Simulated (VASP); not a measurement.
# TiCo (Pm-3m) in VASP: further runs, part 2 of 2

VASP 6.6.1. The steps go on from the part before.

### Step 3. Single point, PBEsol, collinear spin, typed start

INCAR reads:

```
PREC = Accurate
ENCUT = 520
EDIFF = 1E-7
ISMEAR = 0
SIGMA = 0.15
LREAL = F
LASPH = T
NELM = 150
ALGO = Normal
ISIF = 2
LWAVE = F
LCHARG = F
ISPIN = 2
MAGMOM = 0 0.4
LORBIT = 11
LMAXMIX = 4
GGA = PS
NBANDS = 22
```

KPOINTS reads:

```
regular mesh
0
Gamma
  16 16 16
```

POSCAR reads:

```
TiCo
1.0
    2.9861109900      0.0000000000      0.0000000000
    0.0000000000      2.9861109900      0.0000000000
    0.0000000000      0.0000000000      2.9861109900
Ti Co
1 1
Direct
    0.0000000000      0.0000000000      0.0000000000
    0.5000000000      0.5000000000      0.5000000000
```

Potentials or basis: VASP PAW PBE potentials, release 64 (Ti_sv, Co).

On the command line:

```sh
> cat potpaw_PBE.64/Ti_sv/POTCAR potpaw_PBE.64/Co/POTCAR > POTCAR
> mpirun -np 1 vasp_std > vasp.out
```

OUTCAR:

```text
PREC = Accurate
   ENCUT = 520
   EDIFF = 1E-7
   ISMEAR = 0
   LREAL = F
   LASPH = T
   NELM = 150
   ISIF = 2
   ISPIN = 2
   LORBIT = 11
   GGA = PS

 ion  position               nearest neighbor table
   1  0.000  0.000  0.000-   2 2.59   2 2.59   2 2.59   2 2.59   2 2.59   2 2.59   2 2.59   2 2.59

   2  0.500  0.500  0.500-   1 2.59   1 2.59   1 2.59   1 2.59   1 2.59   1 2.59   1 2.59   1 2.59

  LATTYP: Found a simple cubic cell.
 ALAT       =     2.9861109900

  Lattice vectors:

 A1 = (   2.9861109900,   0.0000000000,   0.0000000000)
 A2 = (   0.0000000000,   2.9861109900,   0.0000000000)
 A3 = (   0.0000000000,   0.0000000000,   2.9861109900)

Analysis of symmetry for initial positions (statically):
=====================================================================
 Subroutine PRICEL returns:
 Original cell was already a primitive cell.

 Routine SETGRP: Setting up the symmetry group for a
 simple cubic supercell.

[... 801 lines left out ...]
      3     -23.4096      1.00000
      4     -23.4096      1.00000
      5       2.0752      1.00000
      6       5.9992      1.00000
[... 589 lines left out ...]
     21      26.4757      0.00000
     22      27.9695      0.00000

 [... further k-points ...]

------------------------ aborting loop because EDIFF is reached ----------------------------------------

  FORCE on cell =-STRESS in cart. coord.  units (eV):
  Direction    XX          YY          ZZ          XY          YZ          ZX
  --------------------------------------------------------------------------------------
  -------------------------------------------------------------------------------------
  Total       -1.5973497     -1.5973497     -1.5973497     -0.0000000      0.0000000     -0.0000000
  in kB      -96.1153508    -96.1153508    -96.1153508     -0.0000000      0.0000000     -0.0000000
  external PRESSURE =     -96.1153508 kB  Pullay stress =       0.0000000 kB

 VOLUME and BASIS-vectors are now :
 -----------------------------------------------------------------------------
  energy-cutoff  :      520.00
  volume of cell :       26.63
      direct lattice vectors                 reciprocal lattice vectors
     2.986110990  0.000000000  0.000000000     0.334883735  0.000000000  0.000000000
     0.000000000  2.986110990  0.000000000     0.000000000  0.334883735  0.000000000
     0.000000000  0.000000000  2.986110990     0.000000000  0.000000000  0.334883735

 POSITION                                       TOTAL-FORCE (eV/Angst)
 -----------------------------------------------------------------------------------
      0.00000      0.00000      0.00000         0.000000      0.000000      0.000000
      1.49306      1.49306      1.49306         0.000000      0.000000      0.000000
 -----------------------------------------------------------------------------------
    total drift:                                0.000000      0.000000     -0.000000

  FREE ENERGIE OF THE ION-ELECTRON SYSTEM (eV)
  ---------------------------------------------------
  free  energy   TOTEN  =       -16.8611139528 eV

  energy  without entropy=      -16.8286384138  energy(sigma->0) =      -16.84487618

 total charge

# of ion       s       p       d       tot
------------------------------------------
    1        2.248   6.179   1.853  10.280
    2        0.521   0.442   7.344   8.307
--------------------------------------------------
tot          2.769   6.620   9.198  18.587

 magnetization (x)

# of ion       s       p       d       tot
------------------------------------------
    1        0.000   0.000   0.000   0.000
    2       -0.000   0.000  -0.001  -0.001
--------------------------------------------------
tot         -0.000   0.000  -0.001  -0.001
```

OSZICAR:

```text
N       E                     dE             d eps       ncg     rms          rms(c)
DAV:   1     0.164859761152E+03    0.16486E+03   -0.95461E+03 14816   0.119E+03
DAV:   2    -0.907136037750E+01   -0.17393E+03   -0.16537E+03 14796   0.304E+02
[... 30 lines left out ...]
DAV:  33    -0.168611640131E+02    0.82753E-04   -0.60526E-04 22948   0.158E-01    0.902E-02
DAV:  34    -0.168611466080E+02    0.17405E-04   -0.28205E-05 20940   0.376E-02    0.616E-02
DAV:  35    -0.168611206106E+02    0.25997E-04   -0.14080E-04 18316   0.835E-02    0.349E-02
DAV:  36    -0.168611211062E+02   -0.49555E-06   -0.68471E-05 21682   0.553E-02    0.259E-02
DAV:  37    -0.168611138984E+02    0.72077E-05   -0.41700E-05 18410   0.446E-02    0.301E-03
DAV:  38    -0.168611139528E+02   -0.54426E-07   -0.75663E-07 14836   0.501E-03
   1 F= -.16861114E+02 E0= -.16844876E+02  d E =-.324755E-01  mag=     0.0011
```

Wall time 3.3 min (1 thread of Intel Xeon Platinum 8488C (Sapphire Rapids), shared host); peak memory 0.27 GiB.

What came out:

```yaml
Free_energy: -16.8611 eV
Pressure: -9.6 GPa
Band_gap_on_the_k_mesh: none (metal or under the smearing width)
Net_moment: 0.00 μB per cell
Valence_electrons_inside_the_program's_atomic_spheres: Ti 10.28; Co 8.31
```

Levels at points of the mesh, in eV from the Fermi level:
Spin up:
| k point | band 6 | band 7 | band 8 | band 9 | band 10 | band 11 | band 12 | band 13 | band 14 | band 15 |
| --- | --- | --- | --- | --- | --- | --- | --- | --- | --- | --- |
| (0.00, 0.00, 0.00) | -3.74 | -3.74 | -1.42 | -1.42 | -1.42 | 0.78 | 0.78 | 2.73 | 2.73 | 2.73 |
| (0.50, 0.00, 0.00) | -3.76 | -2.33 | -1.50 | -1.50 | -1.00 | -0.78 | 0.11 | 0.65 | 0.65 | 2.22 |
| (0.50, 0.50, 0.00) | -3.72 | -2.37 | -2.37 | -0.59 | -0.14 | 0.65 | 0.65 | 1.23 | 2.59 | 2.59 |
| (0.50, 0.50, 0.50) | -2.39 | -2.39 | -2.08 | -2.08 | -2.08 | -0.56 | -0.56 | 3.14 | 3.14 | 7.09 |
Spin down:
| k point | band 8 | band 9 | band 10 | band 11 | band 12 | band 13 |
| --- | --- | --- | --- | --- | --- | --- |
| (0.00, 0.00, 0.00) | -1.42 | -1.42 | -1.42 | 0.78 | 0.78 | 2.73 |
| (0.50, 0.00, 0.00) | -1.50 | -1.50 | -1.00 | -0.78 | 0.11 | 0.65 |
| (0.50, 0.50, 0.00) | -2.37 | -0.59 | -0.14 | 0.65 | 0.65 | 1.23 |
| (0.50, 0.50, 0.50) | -2.08 | -2.08 | -2.08 | -0.56 | -0.56 | 3.14 |

Caveat: the PAW data sets were made with another functional, which shifts forces and pressure a little.
